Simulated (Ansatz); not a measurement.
## Starting-point dependence of the GW gap of SiO2 (Stishovite)

How much of the starting functional survives in the G0W0 gap of SiO2 (Stishovite)?

Program: Ansatz 0.2.0. Level of theory: G0W0 on several functionals, plane waves, PAW. Results are calculated unless marked as measured.

This is a report of a sequence of runs, with most program output left out.

In doubt: masses and optical values from hybrid runs of this build are listed as unsure (step 4), which bears on the screening that GW takes from such a start.

**1. The structure**

The structure is tetragonal, space group P4_2/mnm (No. 136). The conventional cell has a = 4.177 Å, b = 4.177 Å, c = 2.665 Å, α = 90.00°, β = 90.00°, γ = 90.00°. Nearest to Si lie 6 O at 1.76 to 1.81 Å. Nearest to O lie 3 Si at 1.76 to 1.81 Å. Farther neighbours and most contacts between anions are not listed.

The cell and positions come from the Crystallography Open Database and are kept as given unless a step says otherwise. The default PAW set here is soft_2. Its files were made with PBE.

**2. G0W0 on LDA**

G0W0 replaces the xc potential by the self-energy, built once from these orbitals. Only a window of levels is corrected, while the sums run over the empty bands that the input names.

This step: G0W0 on LDA, plane waves, PAW.

Input file input.yaml:

```yaml
crystal:
  lattice:
    - [4.1773, 0.0, 0.0]
    - [0.0, 4.1773, 0.0]
    - [0.0, 0.0, 2.6652]
  atoms:
    - { symbol: Si, position: [0.0, 0.0, 0.0] }
    - { symbol: Si, position: [0.5, 0.5, 0.5] }
    - { symbol: O, position: [0.3059, 0.3059, 0.0] }
    - { symbol: O, position: [0.1941, 0.8059, 0.5] }
    - { symbol: O, position: [0.6941, 0.6941, 0.0] }
    - { symbol: O, position: [0.8059, 0.1941, 0.5] }
kpoints:
  mp_grid: { grid: [4, 4, 6] }
hamiltonian:
  xc: lda
scf:
  occupations: { method: fixed }
gw:
  n_empty_bands: 368
  ecut_chi: 230.0
  qp_bands: [v2, c2]
  qp_kpoints: band_edges
  screening: { model: contour_deformation }
```

Started as:

```console
$ ansatz run input.yaml --threads 3 --pin off --max-ram 92160MiB --backend cuda --events-out ev --progress --plain --runs-dir out --devices 1 --max-vram 13GiB
```

Wall time 17 s (1 × NVIDIA H100 80GB HBM3 (shared by 6 runs) with 3 threads of AMD EPYC 7R13 (Zen 3), shared host); peak memory 1.7 GiB.

Numbers from this step:

```yaml
bands_summed: 384
rpa_eps_infinity_on_this_mesh_eigenvalues: 3.281, 3.281, 3.446
plane_waves_in_the_screening_matrix: 351
q_points_in_the_mesh: 96
g0w0_gap_on_the_mesh: 8.598 eV
k_of_the_valence_top: 0, 0, 0
k_of_the_conduction_bottom: 0, 0, 0
starting_gap_on_the_mesh: 5.615 eV
z_at_the_valence_top: 0.8075
z_at_the_conduction_bottom: 0.8416
least_direct_g0w0_gap_on_the_computed_points: 8.598 eV
```

The gap on the mesh goes from 5.61 eV to 8.60 eV, a correction of +2.98 eV. Between the two edge states, bare exchange in place of the xc potential would open the gap by 12.04 eV, and correlation takes back 9.06 eV.

**3. G0W0 on PBE**

The same correction from a different start measures what one shot leaves open.

This step: G0W0 on PBE, plane waves, PAW.

Edit input.yaml of step 2 so:

```diff
@@ -15,3 +15,3 @@
 hamiltonian:
-  xc: lda
+  xc: pbe
 scf:
```

Wall time 19 s (1 × NVIDIA H100 80GB HBM3 (shared by 6 runs) with 3 threads); peak memory 1.7 GiB.

Numbers from this step:

| Property | Result |
| --- | --- |
| bands summed | 384 |
| RPA ε∞ on this mesh (eigenvalues) | 3.218, 3.218, 3.383 |
| plane waves in the screening matrix | 351 |
| q-points in the mesh | 96 |
| G0W0 gap on the mesh | 8.612 eV |
| k of the valence top | 0, 0, 0 |
| k of the conduction bottom | 0, 0, 0 |
| starting gap on the mesh | 5.638 eV |
| Z at the valence top | 0.8094 |
| Z at the conduction bottom | 0.8441 |
| least direct G0W0 gap on the computed points | 8.612 eV |

Against the run with 4×4×6 mesh, 368 empty bands, screening to 230 eV on LDA, the gap moves by +0.014 eV, while the start moved by +0.02 eV.

**4. G0W0 on HSE06**

This step: G0W0 on HSE06, plane waves, PAW.

Edit input.yaml of step 3 so:

```diff
@@ -15,3 +15,3 @@
 hamiltonian:
-  xc: pbe
+  xc: hse06
 scf:
```

The job ended after 41 s (1 × NVIDIA H100 80GB HBM3 (shared by 6 runs) with 3 threads; peak memory 2 GiB; 42 s of CPU time).

Numbers from this step:

```
bands summed                                 : 384
RPA ε∞ on this mesh (eigenvalues)            : 2.834, 2.834, 2.973
plane waves in the screening matrix          : 351
G0W0 gap on the mesh                         : 9.440 eV
k of the valence top                         : 0, 0, 0
k of the conduction bottom                   : 0, 0, 0
starting gap on the mesh                     : 7.749 eV
least direct G0W0 gap on the computed points : 9.440 eV
```

Against the run with 4×4×6 mesh, 368 empty bands, screening to 230 eV on PBE, the gap moves by +0.83 eV, while the start moved by +2.11 eV.

**5. Side by side**

All on the 4×4×6 mesh with 368 empty bands and screening to 230 eV. Times are wall times on 1 × NVIDIA H100 80GB HBM3 (shared by 6 runs) with 3 threads of AMD EPYC 7R13 (Zen 3), shared host, good to a factor of about two.

```
start  starting gap (eV)  shift (eV)  G0W0 gap (eV)  RPA ε∞ (harmonic mean)  Z (valence, conduction)  time
  LDA               5.61       +2.98           8.60                    3.33               0.81, 0.84  17 s
  PBE               5.64       +2.97           8.61                    3.27               0.81, 0.84  19 s
HSE06               7.75       +1.69           9.44                    2.88               0.83, 0.86  41 s
```

The parts of the quasiparticle energy at the two band edges (eV; QP = start + Σx + Σc − Vxc):

```
  run               edge  start      Σx     Σc     Vxc     Z     QP
  LDA        valence top  10.31  -28.17   4.42  -22.35  0.81   8.91
  LDA  conduction bottom  15.92  -13.92  -4.64  -20.14  0.84  17.51
  PBE        valence top  10.61  -28.27   4.46  -22.27  0.81   9.08
  PBE  conduction bottom  16.25  -13.82  -4.56  -19.81  0.84  17.69
HSE06        valence top   9.23  -28.27   4.01  -23.62  0.83   8.58
HSE06  conduction bottom  16.98  -13.44  -4.34  -18.82  0.86  18.02
```

For a hybrid start, Vxc holds its share of exact exchange.

**6. Outcome**

| Property | Result |
| --- | --- |
| G0W0@LDA | 8.60 eV (start 5.61 eV) |
| G0W0@PBE | 8.61 eV (start 5.64 eV) |
| G0W0@HSE06 | 9.44 eV (start 7.75 eV) |
| known limits | not at the basis limit; coarse k mesh |

What this shows: The starting gaps span 2.13 eV and the G0W0 gaps 0.84 eV. Between LDA and HSE06, 0.84 eV of the 2.13 eV survives, 39 %. HSE06 screens less than LDA (ε∞ 2.88 against 3.33). Of the 0.84 eV by which its G0W0 gap is higher, the correlation part gives +0.71 eV, and exchange with the one-particle terms, which follow the orbitals, +0.13 eV. The smallest correction, +1.69 eV, is on HSE06, the start nearest to reproducing itself. Bands and cutoff are finite, so the gap is not at the basis limit. The miss can reach some tenths of an eV and take either sign; the mesh is an error of its own. The 4×4×6 mesh is coarse for this cell (its supercell is 16 Å along the shortest edge). The RPA ε∞ on it, from the LDA start, is 3.28 and 3.45; such meshes misread the long-range screening, most where the gap is narrow.

[Paths, hosts, dates, memory and timing lines, banners, echoed tables and standing remarks are left out of the program output.]

[Logs are printed without paths, hosts, clocks, repeated set-up lines and the standing remarks that a program may print on its own settings, such as how far it seeks lower states.]

[Runs of the session that timed out or met a known fault of the program may be left out.]

[Cells called generated may have been cut or substituted from an entry of the Crystallography Open Database or the Materials Project.]

[Hosts, paths, dates, database ids (printed as entryN), source tags and the programs' standing remarks are cut or masked in the printed files.]
